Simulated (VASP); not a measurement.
# C (P6_3/mmc) in VASP: further runs

The runs below take C through band structure, with PBE.

The COD entry that gives the cell may itself be a prediction, so a difference from it is no test against experiment.

Everything below comes from runs of VASP 6.6.1. Logs are shortened: lines on timing, memory, paths and dates and some standing lists are left out, and cuts for length are marked.

### Step 1. The structure

It takes space group P6_3/mmc (No. 194, hexagonal). The conventional cell has a = 2.522 Å, b = 2.522 Å, c = 8.237 Å, α = 90.00°, β = 90.00°, γ = 120.00°. C (site symmetry 3m) is surrounded by 4 C at 1.54 Å. C (site symmetry 3m) is surrounded by 4 C at 1.54 Å.

This is a hexagonal form of diamond, not graphite.

### Step 2. Band structure, PBE

INCAR reads:

```
PREC = Accurate
ENCUT = 900
EDIFF = 1E-6
ISMEAR = -1
SIGMA = 0.05
LREAL = F
LASPH = T
NELM = 60
ALGO = Fast
ISIF = 2
LWAVE = F
LCHARG = F
GGA = PE
```

KPOINTS reads:

```
regular mesh
0
Gamma
  12 12 4
```

POSCAR reads:

```
C
1.0
    2.5221000000      0.0000000000      0.0000000000
   -1.2610500000      2.1842026709      0.0000000000
    0.0000000000      0.0000000000      8.2371000000
C
8
Direct
    0.6666666667      0.3333333333      0.8437500000
    0.3333333333      0.6666666667      0.3437500000
    0.6666666667      0.3333333333      0.6562500000
    0.3333333333      0.6666666667      0.1562500000
    0.0000000000      0.0000000000      0.9062500000
    0.0000000000      0.0000000000      0.4062500000
    0.0000000000      0.0000000000      0.5937500000
    0.0000000000      0.0000000000      0.0937500000
```

KPOINTS_OPT reads:

```
path GMKGALHA,LM,KH
15
line-mode
reciprocal
 0.0000000000  0.0000000000  0.0000000000  G
 0.5000000000  0.0000000000  0.0000000000  M

 0.5000000000  0.0000000000  0.0000000000  M
 0.3333333333  0.3333333333  0.0000000000  K

 0.3333333333  0.3333333333  0.0000000000  K
 0.0000000000  0.0000000000  0.0000000000  G

 0.0000000000  0.0000000000  0.0000000000  G
 0.0000000000  0.0000000000  0.5000000000  A

 0.0000000000  0.0000000000  0.5000000000  A
 0.5000000000  0.0000000000  0.5000000000  L

 0.5000000000  0.0000000000  0.5000000000  L
 0.3333333333  0.3333333333  0.5000000000  H

 0.3333333333  0.3333333333  0.5000000000  H
 0.0000000000  0.0000000000  0.5000000000  A

 0.5000000000  0.0000000000  0.5000000000  L
 0.5000000000  0.0000000000  0.0000000000  M

 0.3333333333  0.3333333333  0.0000000000  K
 0.3333333333  0.3333333333  0.5000000000  H
```

Potentials or basis: VASP PAW PBE potentials, release 64 (C_h).

Started as:

```
$ cat potpaw_PBE.64/C_h/POTCAR > POTCAR
$ mpirun -np 1 vasp_std > vasp.out
```

OUTCAR:

```text
PREC = Accurate
   ENCUT = 900
   EDIFF = 1E-6
   ISMEAR = -1
   LREAL = F
   LASPH = T
   NELM = 60
   ISIF = 2
   GGA = PE

 ion  position               nearest neighbor table
   1  0.667  0.333  0.844-
   2  0.333  0.667  0.344-
   3  0.667  0.333  0.656-
   4  0.333  0.667  0.156-
   5  0.000  0.000  0.906-
   6  0.000  0.000  0.406-
   7  0.000  0.000  0.594-
   8  0.000  0.000  0.094-

  LATTYP: Found a hexagonal cell.
 ALAT       =     2.5221000000
 C/A-ratio  =     3.2659688355

  Lattice vectors:

 A1 = (   2.5221000000,   0.0000000000,   0.0000000000)
 A2 = (  -1.2610500000,   2.1842026709,   0.0000000000)
 A3 = (   0.0000000000,   0.0000000000,   8.2371000000)

Analysis of symmetry for initial positions (statically):
=====================================================================
 Subroutine PRICEL returns:
 Original cell was already a primitive cell.

 Routine SETGRP: Setting up the symmetry group for a
 hexagonal supercell.

 Subroutine GETGRP returns: Found 24 space group operations
 (whereof 12 operations were pure point group operations)
 out of a pool of 24 trial point group operations.

The static configuration has the point symmetry D_3d.
 The point group associated with its full space group is D_6h.

Analysis of symmetry for dynamics (positions and initial velocities):
=====================================================================
 Subroutine PRICEL returns:
 Original cell was already a primitive cell.

 Routine SETGRP: Setting up the symmetry group for a
 hexagonal supercell.

 Subroutine GETGRP returns: Found 24 space group operations
 (whereof 12 operations were pure point group operations)
 out of a pool of 24 trial point group operations.

The dynamic configuration has the point symmetry D_3d.
 The point group associated with its full space group is D_6h.

 Subroutine INISYM returns: Found 24 space group operations
 (whereof 12 operations are pure point group operations),
 and found     1 'primitive' translations

----------------------------------------------------------------------------------------

                                     Primitive cell

  volume of cell :      45.3764

  direct lattice vectors                    reciprocal lattice vectors
     2.522100000  0.000000000  0.000000000     0.396494984  0.228916486  0.000000000
    -1.261050000  2.184202671  0.000000000     0.000000000  0.457832972  0.000000000
     0.000000000  0.000000000  8.237100000     0.000000000  0.000000000  0.121401950

  length of vectors
     2.522100000  2.522100000  8.237100000     0.457832972  0.457832972  0.121401950

  position of ions in fractional coordinates (direct lattice)
     0.666666667  0.333333333  0.843750000
     0.333333333  0.666666667  0.343750000
     0.666666667  0.333333333  0.656250000
     0.333333333  0.666666667  0.156250000
     0.000000000  0.000000000  0.906250000
     0.000000000  0.000000000  0.406250000
     0.000000000  0.000000000  0.593750000
     0.000000000  0.000000000  0.093750000

  ion indices of the primitive-cell ions
   primitive index   ion index
                 1           1
                 2           2
                 3           3
                 4           4
                 5           5
                 6           6
                 7           7
                 8           8

----------------------------------------------------------------------------------------

 KPOINTS: regular mesh

Automatic generation of k-mesh.
 Grid dimensions read from file:
 generate k-points for:   12   12    4

 Generating k-lattice:

  Cartesian coordinates                     Fractional coordinates (reciprocal lattice)
     0.033041249  0.019076374  0.000000000     0.083333333  0.000000000  0.000000000
     0.000000000  0.038152748  0.000000000     0.000000000  0.083333333  0.000000000
     0.000000000  0.000000000  0.030350487     0.000000000  0.000000000  0.250000000

  Length of vectors
     0.038152748  0.038152748  0.030350487

  Shift w.r.t. Gamma in fractional coordinates (k-lattice)
     0.000000000  0.000000000  0.000000000

 Subroutine IBZKPT returns following result:
 ===========================================

 Found     57 irreducible k-points:

 Following reciprocal coordinates:
            Coordinates               Weight
  0.000000  0.000000  0.000000      1.000000
  0.083333  0.000000  0.000000      6.000000
  0.166667  0.000000  0.000000      6.000000
  0.250000  0.000000  0.000000      6.000000
  0.333333  0.000000  0.000000      6.000000
  0.416667  0.000000  0.000000      6.000000
[... 16 lines left out ...]
  0.250000  0.000000  0.250000     12.000000
  0.333333  0.000000  0.250000     12.000000
 [... further k-points ...]
   k-points           NKPTS =     57   k-points in BZ     NKDIM =     57   number of bands    NBANDS=     21
   number of dos      NEDOS =    301   number of ions     NIONS =      8
   total plane-waves  NPLWV =  65856
   dimension x,y,z NGX =    28 NGY =   28 NGZ =   84
   dimension x,y,z NGXF=    56 NGYF=   56 NGZF=  168
   ions per type =               8
   NGX,Y,Z   is equivalent  to a cutoff of  18.46, 18.46, 16.95 a.u.
   NGXF,Y,Z  is equivalent  to a cutoff of  36.91, 36.91, 33.91 a.u.
 SYSTEM =  unknown system
   PREC   = accura    normal or accurate (medium, high low for compatibility)
   ISTART =      0    job   : 0-new  1-cont  2-samecut
   ICHARG =      2    charge: 1-file 2-atom 10-const
   ISPIN  =      1    spin polarized calculation?
   LNONCOLLINEAR =      F non collinear calculations
   LSORBIT =      F    spin-orbit coupling
   LASPH  =      T    aspherical Exc in radial PAW
   ENCUT  =  900.0 eV  66.15 Ry    8.13 a.u.   6.17  6.17 20.15*2*pi/ulx,y,z
   NELM   =     60;   NELMIN=  2; NELMDL= -5     # of ELM steps
   EDIFF  = 0.1E-05   stopping-criterion for ELM
   LREAL  =      F    real-space projection
   EDIFFG = 0.1E-04   stopping-criterion for IOM
   NSW    =      0    number of steps for IOM
   IBRION =     -1    ionic relax: 0-MD 1-quasi-New 2-CG
   NFREE  =      0    steps in history (QN), initial steepest desc. (CG)
   ISIF   =      2    stress and relaxation
   ISYM   =      2    0-nonsym 1-usesym 2-fastsym
   POTIM  = 0.5000    time-step for ionic-motion
   TEBEG  =    0.0;   TEEND  =   0.0 temperature during run
   PSTRESS=    0.0 pullay stress
   NELECT =      32.0000    total number of electrons
   NUPDOWN=      -1.0000    fix difference up-down
   EMIN   =  10.00;   EMAX   =-10.00  energy-range for DOS
   EFERMI =   0.00;   METHOD = LEGACY
   ISMEAR =    -1;   SIGMA  =   0.05  broadening in eV -4-tet -1-fermi 0-gaus
   EFERMI_NEDOS =   21; number of points for ismear=-14 and -15
   IALGO  =     68    algorithm
   IMIX   =      4    mixing-type and parameters
     AMIX     =   0.40;   BMIX     =  1.00
     AMIX_MAG =   1.60;   BMIX_MAG =  1.00
  volume/ion in A,a.u.               =       5.67        38.28
  Fermi-wavevector in a.u.,A,eV,Ry     =   1.457186  2.753682 28.890486  2.123391
  Thomas-Fermi vector in A             =   2.574017
   LORBIT       =      0    0 simple, 1 ext, 2 COOP (PROOUT), +10 PAW based schemes
   GGA     = PE    functional components
   LHFCALC =     F    Hartree Fock is set to
   AEXX    =    0.0000 exact exchange contribution
   IVDW    =     0    specifies the selected vdW correction
   LEPSILON=     F    determine dielectric tensor
   LRPA    =     F    only Hartree local field effects (RPA)
 non-spin polarized calculation
 RMM-DIIS sequential band-by-band and
  energy-cutoff  :      900.00
  volume of cell :       45.38
 maximum number of plane-waves:      2812
 NGX is ok and might be reduce to    28
   NGX = 13   NGY = 13   NGZ = 41

 number of electron      32.0000000 magnetization

 Free energy of the ion-electron system (eV)
  ---------------------------------------------------
  ext. energy  EPLUGINS =         0.00000000
  ---------------------------------------------------
  free energy    TOTEN  =       -72.76023839 eV

  energy without entropy =      -72.76023839  energy(sigma->0) =      -72.76023839

 E-fermi :  12.0264     XC(G=0): -13.3741

 val. band max:       11.0779790407   @ k =   0.0000   0.0000   0.0000
 cond. band min:      15.4983150202   @ k =   0.4167   0.0000   0.0000
 fundamental gap:      4.4203359795
 Fermi energy:        12.0264283329

 k-point     1 :       0.0000    0.0000    0.0000
  band No.  band energies     occupation
      1     -10.5461      2.00000
      2      -8.8523      2.00000
      3      -8.8020      2.00000
      4      -4.7359      2.00000
      5      -2.4493      2.00000
      6       4.3421      2.00000
[... 13 lines left out ...]
     20      18.0855      0.00000
     21      18.1126      0.00000

 k-point     2 :       0.0833    0.0000    0.0000
  band No.  band energies     occupation
      1     -10.3755      2.00000
      2      -8.6851      2.00000
      3      -8.6339      2.00000
      4      -4.5838      2.00000
      5      -2.2926      2.00000
      6       4.4212      2.00000
[... 13 lines left out ...]
     20      18.0182      0.00000
     21      18.6821      0.00000

 k-point     3 :       0.1667    0.0000    0.0000
  band No.  band energies     occupation
      1      -9.8658      2.00000
      2      -8.1858      2.00000
      3      -8.1318      2.00000
      4      -4.1295      2.00000
      5      -1.8358      2.00000
      6       4.5572      2.00000
[... 13 lines left out ...]
     20      17.7235      0.00000
     21      18.7014      0.00000
[... 457 lines left out ...]
 k-point    23 :       0.2500    0.0000    0.2500
  band No.  band energies     occupation
      1      -8.9167      2.00000
      2      -8.0679      2.00000
      3      -6.4058      2.00000
      4      -4.1295      2.00000
      5      -0.2616      2.00000
      6       2.6809      2.00000
[... 13 lines left out ...]
     20      18.7441      0.00000
     21      18.8207      0.00000

 k-point    24 :       0.3333    0.0000    0.2500
  band No.  band energies     occupation
      1      -7.7594      2.00000
      2      -6.9253      2.00000
      3      -5.2992      2.00000
      4      -3.0977      2.00000
      5      -0.1587      2.00000
      6       0.8487      2.00000
[... 13 lines left out ...]
     20      18.6388      0.00000
     21      19.1602      0.00000

 [... further k-points ...]

------------------------ aborting loop because EDIFF is reached ----------------------------------------

  FORCE on cell =-STRESS in cart. coord.  units (eV):
  Direction    XX          YY          ZZ          XY          YZ          ZX
  --------------------------------------------------------------------------------------
  -------------------------------------------------------------------------------------
  Total       -0.6641936     -0.6641936      2.8189383      0.0000000      0.0000000      0.0000000
  in kB      -23.4517731    -23.4517731     99.5328801      0.0000000      0.0000000      0.0000000
  external PRESSURE =      17.5431113 kB  Pullay stress =       0.0000000 kB

 VOLUME and BASIS-vectors are now :
 -----------------------------------------------------------------------------
  energy-cutoff  :      900.00
  volume of cell :       45.38
      direct lattice vectors                 reciprocal lattice vectors
     2.522100000  0.000000000  0.000000000     0.396494984  0.228916486  0.000000000
    -1.261050000  2.184202671  0.000000000     0.000000000  0.457832972  0.000000000
     0.000000000  0.000000000  8.237100000     0.000000000  0.000000000  0.121401950

 POSITION                                       TOTAL-FORCE (eV/Angst)
 -----------------------------------------------------------------------------------
      1.26105      0.72807      6.95005         0.000000      0.000000      0.319578
     -0.00000      1.45614      2.83150         0.000000     -0.000000      0.319578
      1.26105      0.72807      5.40560         0.000000      0.000000     -0.319578
     -0.00000      1.45614      1.28705        -0.000000     -0.000000     -0.319578
      0.00000      0.00000      7.46487         0.000000      0.000000      0.328386
      0.00000      0.00000      3.34632         0.000000      0.000000      0.328386
      0.00000      0.00000      4.89078         0.000000     -0.000000     -0.328386
      0.00000      0.00000      0.77223         0.000000     -0.000000     -0.328386
 -----------------------------------------------------------------------------------
    total drift:                               -0.000000      0.000000      0.000000

  FREE ENERGIE OF THE ION-ELECTRON SYSTEM (eV)
  ---------------------------------------------------
  free  energy   TOTEN  =       -72.7602383903 eV

  energy  without entropy=      -72.7602383902  energy(sigma->0) =      -72.76023839
```

Run time: 6 min. Hardware: 1 thread of Intel Xeon Platinum 8488C (Sapphire Rapids), shared host; peak memory 0.33 GiB.

What came out:

| Property | Result |
| --- | --- |
| Free energy | -72.7602 eV |
| Pressure | 1.8 GPa |
| Largest force | 0.328 eV/Å |
| Band gap on the k mesh | 4.42 eV, indirect (least direct gap 5.19 eV) |
| Band gap along the path | 4.42 eV, indirect (least direct gap 5.19 eV) |

Forces in eV/Å, atoms in the order of the input:
```
C    0.000  0.000  0.320
C    0.000  0.000  0.320
C    0.000  0.000 -0.320
C    0.000  0.000 -0.320
C    0.000  0.000  0.328
C    0.000  0.000  0.328
C    0.000  0.000 -0.328
C    0.000  0.000 -0.328
```

Levels at the corners of the path, in eV from the valence-band top:
| point | band 14 | band 15 | band 16 | band 17 | band 18 | band 19 |
| --- | --- | --- | --- | --- | --- | --- |
| Γ | -0.22 | 0.00 | 0.00 | 5.19 | 5.19 | 5.72 |
| M | -4.54 | -3.70 | -2.93 | 4.47 | 5.61 | 5.87 |
| M | -4.54 | -3.70 | -2.93 | 4.47 | 5.61 | 5.87 |
| K | -5.66 | -5.66 | -4.03 | 6.28 | 6.28 | 7.91 |
| K | -5.66 | -5.66 | -4.03 | 6.28 | 6.28 | 7.91 |
| Γ | -0.22 | 0.00 | 0.00 | 5.19 | 5.19 | 5.72 |
| Γ | -0.22 | 0.00 | 0.00 | 5.19 | 5.19 | 5.72 |
| A | -0.68 | -0.68 | -0.68 | 5.98 | 5.98 | 5.98 |
| A | -0.68 | -0.68 | -0.68 | 5.98 | 5.98 | 5.98 |
| L | -4.72 | -3.66 | -3.66 | 4.83 | 4.83 | 7.11 |
| L | -4.72 | -3.66 | -3.66 | 4.83 | 4.83 | 7.11 |
| H | -5.36 | -5.10 | -5.10 | 5.24 | 5.24 | 9.78 |
| H | -5.36 | -5.10 | -5.10 | 5.24 | 5.24 | 9.78 |
| A | -0.68 | -0.68 | -0.68 | 5.98 | 5.98 | 5.98 |
| L | -4.72 | -3.66 | -3.66 | 4.83 | 4.83 | 7.11 |
| M | -4.54 | -3.70 | -2.93 | 4.47 | 5.61 | 5.87 |
| K | -5.66 | -5.66 | -4.03 | 6.28 | 6.28 | 7.91 |
| H | -5.36 | -5.10 | -5.10 | 5.24 | 5.24 | 9.78 |

Caveat: the cutoff is under 1.25 times the usual one of these potentials, so pressure, stress and relaxed cells hold a basis-set (Pulay) error. Expect the measured gap to be larger: semilocal functionals such as PBE lack the derivative discontinuity.

### Step 3. Band structure, PBE

INCAR reads:

```
SYSTEM = C
PREC = Accurate ; ENCUT = 400
EDIFF = 1E-7 ; ISMEAR = -1
SIGMA = 0.05 ; LREAL = .False.
LASPH = .True. ; NELM = 80
ALGO = Fast ; ISIF = 2
LWAVE = .False. ; LCHARG = .False.
GGA = PE ; NBANDS = 26
```

KPOINTS reads:

```
Automatic mesh
0
Gamma
  12 12 4
  0 0 0
```

POSCAR is that of step 2.

KPOINTS_OPT: that of step 2 with these lines changed.

```diff
@@ -1,3 +1,3 @@
 path GMKGALHA,LM,KH
-15
+10
 line-mode
```

Potentials or basis: VASP PAW PBE potentials, release 64 (C_s).

Started as:

```
$ cat potpaw_PBE.64/C_s/POTCAR > POTCAR
$ mpirun -np 1 vasp_std > vasp.out
```

Wall time 82 s (1 thread of Intel Xeon Platinum 8488C (Sapphire Rapids), shared host); peak memory 0.17 GiB.

It converged, with:

| Quantity | Value |
| --- | --- |
| Free energy | -72.5198 eV |
| Pressure | 3.5 GPa |
| Largest force | 0.330 eV/Å |
| Band gap on the k mesh | 4.43 eV, indirect (least direct gap 5.18 eV) |
| Band gap along the path | 4.44 eV, indirect (least direct gap 5.18 eV) |

Forces in eV/Å, atoms in the order of the input:
```
C    0.000  0.000  0.318
C    0.000  0.000  0.318
C    0.000  0.000 -0.318
C    0.000  0.000 -0.318
C    0.000  0.000  0.330
C    0.000  0.000  0.330
C    0.000  0.000 -0.330
C    0.000  0.000 -0.330
```

Stress tensor (GPa, compression positive):
```
-0.58  0.00  0.00
 0.00 -0.58  0.00
 0.00  0.00 11.72
```

Levels at the corners of the path, in eV from the valence-band top:
```
point  band 12  band 13  band 14  band 15  band 16  band 17  band 18  band 19  band 20  band 21
    Γ    -1.75    -1.75    -0.22     0.00     0.00     5.18     5.18     5.70     7.00     7.00
    M    -5.04    -5.02    -4.56    -3.71    -2.94     4.48     5.62     5.87     6.03     6.98
    M    -5.04    -5.02    -4.56    -3.71    -2.94     4.48     5.62     5.87     6.03     6.98
    K    -7.47    -7.15    -5.67    -5.67    -4.04     6.29     6.29     7.92     8.47     8.47
    K    -7.47    -7.15    -5.67    -5.67    -4.04     6.29     6.29     7.92     8.47     8.47
    Γ    -1.75    -1.75    -0.22     0.00     0.00     5.18     5.18     5.70     7.00     7.00
    Γ    -1.75    -1.75    -0.22     0.00     0.00     5.18     5.18     5.70     7.00     7.00
    A    -2.55    -0.68    -0.68    -0.68    -0.68     5.97     5.97     5.97     5.97     6.71
    A    -2.55    -0.68    -0.68    -0.68    -0.68     5.97     5.97     5.97     5.97     6.71
    L    -6.08    -4.73    -4.73    -3.67    -3.67     4.84     4.84     7.13     7.13     7.57
    L    -6.08    -4.73    -4.73    -3.67    -3.67     4.84     4.84     7.13     7.13     7.57
    H    -8.54    -5.37    -5.37    -5.11    -5.11     5.24     5.24     9.78     9.78    11.05
    H    -8.54    -5.37    -5.37    -5.11    -5.11     5.24     5.24     9.78     9.78    11.05
    A    -2.55    -0.68    -0.68    -0.68    -0.68     5.97     5.97     5.97     5.97     6.71
    L    -6.08    -4.73    -4.73    -3.67    -3.67     4.84     4.84     7.13     7.13     7.57
    M    -5.04    -5.02    -4.56    -3.71    -2.94     4.48     5.62     5.87     6.03     6.98
    K    -7.47    -7.15    -5.67    -5.67    -4.04     6.29     6.29     7.92     8.47     8.47
    H    -8.54    -5.37    -5.37    -5.11    -5.11     5.24     5.24     9.78     9.78    11.05
```
